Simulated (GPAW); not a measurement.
Crystal: GaN.

```
CELL_PARAMETERS angstrom
3.18000 0.00000 0.00000
-1.59000 2.75396 0.00000
0.00000 0.00000 5.16600
ATOMIC_POSITIONS crystal
Ga 0.66667 0.33333 0.50000
Ga 0.33333 0.66667 0.00000
N 0.66667 0.33333 0.87500
N 0.33333 0.66667 0.37500
```

```yaml
Program: GPAW 26.7.0
Task: single point
Functional: PBEsol
Potentials_or_basis: PAW data sets generated in the run's folder for this functional
Cutoff: 800 eV
Basis: pw
k_mesh: 10 × 10 × 5
Occupations: fermi-dirac, width 0.05 eV
Spin: no spin polarisation
```

On this cell: pressure 9.3 GPa; largest force 0.177 eV/Å; band gap on the k mesh 2.03 eV, direct.

The same run follows on a disturbed copy (atoms moved at random, drawn with an rms of 0.05 Å):

```
Ga N
1.0
     3.18000    0.00000    0.00000
    -1.59000    2.75396    0.00000
     0.00000    0.00000    5.16600
Ga N
2 2
Direct
  0.67793 0.33774 0.49895
  0.34599 0.66972 0.01059
  0.67025 0.34254 0.87619
  0.33420 0.65293 0.37421
```

Question: What changes?

Answer: The energy moves by +22.1 meV/atom; pressure 10.0 GPa; largest force 1.876 eV/Å; band gap on the k mesh 1.90 eV, direct.

Forces on the atoms (eV/Å):
```
Ga  -0.102 -0.697  0.534
Ga  -0.583  0.257 -1.765
N    0.622 -0.318  0.231
N    0.063  0.758  0.999
```

Stress tensor (GPa, compression positive):
```
10.77 -1.42 -1.36
-1.42  4.68 -0.96
-1.36 -0.96 14.68
```

